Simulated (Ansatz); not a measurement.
Crystal: Os.

```
Os
1.0
     2.73410    0.00000    0.00000
    -1.36705    2.36780    0.00000
     0.00000    0.00000    4.31970
Os
2
Direct
  0.66667 0.33333 0.75000
  0.33333 0.66667 0.25000
```

Program: Ansatz 0.2.0. Alike in all runs: task band structure; potentials or basis Ansatz PAW; no spin polarisation; cell as given; k mesh 11 × 11 × 6; smearing fermi-dirac 0.05 eV.

Order these runs on this cell by their pressure, lowest first.
A. level PBEsol; cutoff (eV) 420
B. level revPBE; cutoff (eV) 420
C. level m-r2SCAN; cutoff (eV) 500
D. level LDA; cutoff (eV) 420

D (-8.6 GPa), A (-2.7 GPa), C (1.0 GPa), B (11.8 GPa).

Caveats: the PAW data sets come from PBE, with cores solved anew for the run's functional, which leaves a small shift of forces and pressure.

Runs at the PBE level aren't shown here.
